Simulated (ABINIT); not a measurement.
Input of an ABINIT 10.8.3 (patched build) run:

run.abi

```
# Pseudopotentials
pp_dirpath "./"
pseudos "Ni.upf, Ti.upf"

# Structure
acell 2.735803 2.735803 3.58141 Angstrom
rprim
     1.0000000000     0.0000000000     0.0000000000
     0.0000000000     1.0000000000     0.0000000000
     0.0000000000     0.0000000000     1.0000000000
ntypat 2
znucl 28 22
natom 2
typat 1 2
xred
     0.0000000000     0.0000000000     0.0000000000
     0.5000000000     0.5000000000     0.5000000000

# Plane-wave basis
ecut 45.0

# k points
kptopt 1
ngkpt 8 8 6
nshiftk 1
shiftk 0.0 0.0 0.0

# Exchange and correlation
ixc -116133

# Bands and occupations
nband 20
occopt 3
tsmear 0.05 eV

# Spin
nsppol 2
spinat
     0.0000000000     0.0000000000     1.0000000000
     0.0000000000     0.0000000000     1.0000000000

# SCF cycle
nstep 100
tolvrs 1.0e-10

# Output
iomode 3
prtwf 0
prtden 0
prteig 0
prtebands 0
enunit 1
```

Potentials or basis: PseudoDojo NC SR PBEsol v0.4.1 standard.

Launch:

```bash
$ mpirun --bind-to none -np 4 abinit run.abi > log 2>&1
```

**Question.** What does it give for the pressure?

**Answer.** -6.7 GPa.

**Question.** What does it give for the net moment?

**Answer.** 0.00 μB per cell.

**Question.** Estimate the band gap on the k mesh.

**Answer.** None (metal or under the smearing width).

Stress tensor (GPa, compression positive):
```
-5.39  0.00  0.00
 0.00 -5.39  0.00
 0.00  0.00 -9.46
```

Caveat: small starting moments can end in a higher magnetic state in this program.
